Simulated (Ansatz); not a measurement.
Crystal: CsPbBr3.

```
Pb Cs Br
1.0
     5.87000    0.00000    0.00000
     0.00000    5.87000    0.00000
     0.00000    0.00000    5.87000
Pb Cs Br
1 1 3
Cartesian
  2.9350 2.9350 2.9350
  0.0000 0.0000 0.0000
  2.9350 2.9350 0.0000
  2.9350 0.0000 2.9350
  0.0000 2.9350 2.9350
```

Measurements of this composition are mostly on another form, of space group No. 62.

| Quantity | Value |
| --- | --- |
| Program | Ansatz 0.2.0 |
| Task | relaxation of cell and atoms |
| Functional | PBEsol |
| Dispersion | D3(BJ) |
| Potentials or basis | Ansatz PAW |
| Cutoff | 420 eV (not typed: the program's choice for these potentials) |
| k mesh | 4 × 4 × 4 |
| Occupations | fermi-dirac, width 0.05 eV |
| Spin | no spin polarisation |

At the start: volume 40.45 Å³/atom.

Task: How do energy, volume and symmetry change on relaxing?

Result: It ends after 4 steps and the volume is 39.13 Å³/atom (-3.3 %); space group Pm-3m (No. 221, to 0.05 Å).

The path:
```
step  energy change (eV)  largest force (eV/Å)  volume (Å³)
   1              0.0000                0.0000       202.26
   2             -0.0124                0.0000       198.45
   3             -0.0151                0.0000       195.67
   4             -0.0147                0.0000       195.67
```

Final structure:
```xyz
5
Lattice="5.8055 0.0000 0.0000 0.0000 5.8055 0.0000 0.0000 0.0000 5.8055" Properties=species:S:1:pos:R:3 pbc="T T T"
Pb    2.9028    2.9028    2.9028
Cs    0.0000    0.0000    0.0000
Br    2.9028    2.9028    0.0000
Br    2.9028    0.0000    2.9028
Br    0.0000    2.9028    2.9028
```

Caveat: the plane-wave basis is chosen anew once the cell has moved, so the energies of steps on either side of that aren't comparable; the PAW data sets come from PBE, with cores solved anew for the run's functional, which leaves a small shift of forces and pressure.
